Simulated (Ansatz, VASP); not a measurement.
# Se in VASP and in Ansatz

```
CELL_PARAMETERS angstrom
4.26807 0.00000 0.00000
-2.13403 3.69625 0.00000
0.00000 0.00000 4.94945
ATOMIC_POSITIONS crystal
Se 0.21700 0.00000 0.16667
Se 0.00000 0.21700 0.83333
Se 0.78300 0.78300 0.50000
```

Change from the starting cell: equal xx and yy strain of -2 %.

Alike in both runs: task single point; functional PBE; k mesh 8 × 8 × 6; occupations fermi-dirac, width 0.03 eV; no spin polarisation.

|  | VASP | Ansatz |
| --- | --- | --- |
| version | VASP 6.6.1 | Ansatz 0.2.0 |
| potentials or method | VASP PAW PBE potentials, release 64 (Se), cutoff 520 eV | all-electron LAPW, scalar-relativistic |

Ansatz gave:

| Quantity | Value |
| --- | --- |
| pressure (GPa) | 7.9 |
| largest component of the traceless stress (GPa) | 2.56 |
| rms of the force components (eV/Å) | 0.912 |

Task: Which values does VASP return?

Result: Pressure (GPa): 8.2; largest component of the traceless stress (GPa): 2.67; rms of the force components (eV/Å): 0.946.

Atom by atom the forces differ by 0.034 eV/Å (rms over components). Ansatz ran all-electron here, so the differences hold the error of VASP's frozen core and of both bases.

Caveats: forces of over 1 eV/Å show positions far from the minimum, so gaps and moduli don't describe the material at rest. A k mesh can miss the band edges.
